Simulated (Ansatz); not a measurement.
## MoS2 under changes of volume

One of the cells (17.750 Å³/atom); the others are scaled copies at fixed shape and fractional positions:

```xyz
3
Lattice="1.5855 0.9154 6.1150 -1.5855 0.9154 6.1150 0.0000 -1.8308 6.1150" Properties=species:S:1:pos:R:3 pbc="T T T"
Mo    0.0000    0.0000    0.0000
S     0.0000    0.0000    4.5862
S     0.0000    0.0000   13.7587
```

Measurements of this composition are mostly on another form, of space group No. 194.

- Program: Ansatz 0.2.0
- Functional: PBEsol
- Potentials or basis: Ansatz PAW
- Cutoff: 420 eV (not typed: the program's choice for these potentials)
- k mesh: 10 × 10 × 10
- Occupations: fermi-dirac, width 0.05 eV
- Spin: no spin polarisation

```tsv
volume (Å³/atom)	energy over the lowest point (meV/atom)	pressure (GPa)	largest force (eV/Å)
16.685	56.95	14.0	1.968
17.040	30.59	9.9	1.534
17.395	12.87	6.2	1.131
17.750	2.94	2.9	0.759
18.105	0.00	-0.1	0.413
18.460	3.36	-2.8	0.092
18.815	?	?	?
```

**Question.** What does the run at 18.815 Å³/atom give?

**Answer.** Energy over the lowest point 12.39 meV/atom; pressure -5.2 GPa; largest force 0.206 eV/Å.

Worked out: A Birch-Murnaghan fit of order 3 (a polynomial in V^(-2/3)) to the other rows has its minimum at 18.09 Å³/atom with B0 = V·E''(V) = 145 GPa and B' = 4.3 at fixed shape and positions, which overstates the stiffness. It gives 12.39 meV/atom at 18.815 Å³/atom, against the run's 12.39, and -dE/dV = -5.3 GPa, against -5.2.

Energies are extrapolated to zero smearing.

Caveats: the cell's inner coordinates are idealised or old, which leaves forces on the atoms; the PAW data sets come from PBE, with cores solved anew for the run's functional, which leaves a small shift of forces and pressure.
